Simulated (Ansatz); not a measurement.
Work and stress of cleavage in SiNi

The calculation used DFT PBE, scalar-relativistic, plane waves, PAW in Ansatz 0.2.0. Cutoff 420 eV, Γ-centred 8×11×4 k-points, Gaussian smearing of 0.15 eV. No spin polarisation. A magnetic state may lie lower. Energies are free energies at this smearing, counted from the undisturbed cell; pressure is positive in compression.

Zero of the scan (relaxed at this level):

```xyz
16
Lattice="-5.1541 0.0000 0.0000 0.0000 -3.3755 0.0000 0.0000 0.0000 11.2394" Properties=species:S:1:pos:R:3 pbc="T T T"
Si   -3.4984   -0.8439    6.0922
Si   -3.4984   -0.8439    0.4725
Si   -4.2328   -2.5316    8.9021
Si   -4.2328   -2.5316    3.2824
Si   -0.9213   -0.8439    7.9571
Si   -0.9213   -0.8439    2.3374
Si   -1.6557   -2.5316   10.7669
Si   -1.6557   -2.5316    5.1472
Ni   -5.1117   -2.5316    6.6790
Ni   -5.1117   -2.5316    1.0592
Ni   -2.6194   -0.8439    9.4888
Ni   -2.6194   -0.8439    3.8691
Ni   -2.5347   -2.5316    7.3703
Ni   -2.5347   -2.5316    1.7506
Ni   -0.0424   -0.8439   10.1802
Ni   -0.0424   -0.8439    4.5605
```

The cut lies on the cell's a–b face, a (0 0 1) plane (indices in the standard cell, whose axes needn't be the Cartesian ones shown) of area 17.40 Å², between layers 0.94 Å apart. Vector c is lengthened by d along the normal with the atoms' Cartesian places fixed: one unrelaxed cut a cell. The traction is positive where the two halves pull on each other.

| d (Å) | energy (J/m²) | traction (GPa) |
| --- | --- | --- |
| 0.00 | 0.00 | 0.0 |
| 0.50 | 0.95 | 27.6 |
| 1.00 | 2.23 | 21.8 |
| 2.00 | 3.57 | 6.2 |
| 3.00 | 3.86 | 1.0 |
| 6.00 | 3.92 | 0.0 |

Task: What are the work of separation and the cleavage stress, and do they fit the universal binding curve?

Result: The energy levels off near W ≈ 3.92 J/m² (the traction is down to 0.0 GPa), the energy of the two unrelaxed faces, 1.96 J/m² each on average. The largest sampled traction is 27.6 GPa at d = 0.50 Å, and a parabola through it and its two neighbours peaks at σ_max ≈ 29.4 GPa, d ≈ 0.66 Å. The curve E = W[1 − (1 + d/ℓ)exp(−d/ℓ)] peaks in traction at d = ℓ with σ_max = W/(eℓ); with 1 J/m² per Å = 10 GPa this W and σ_max give ℓ = 0.49 Å. A parabola through that curve at the same three d peaks at 0.64 Å, against 0.66 Å here, a fair fit. Real crystals break at far lower stress, because cracks concentrate it, and on the plane of lowest W, which needn't be this one.

The cut is rigid; relaxing the faces lowers these energies and usually the stresses.

In a metal these slopes depend on the k mesh and the smearing.

Cost: 6 runs of about 19 core-minutes in all, on Arm Neoverse V2 (shared hosts).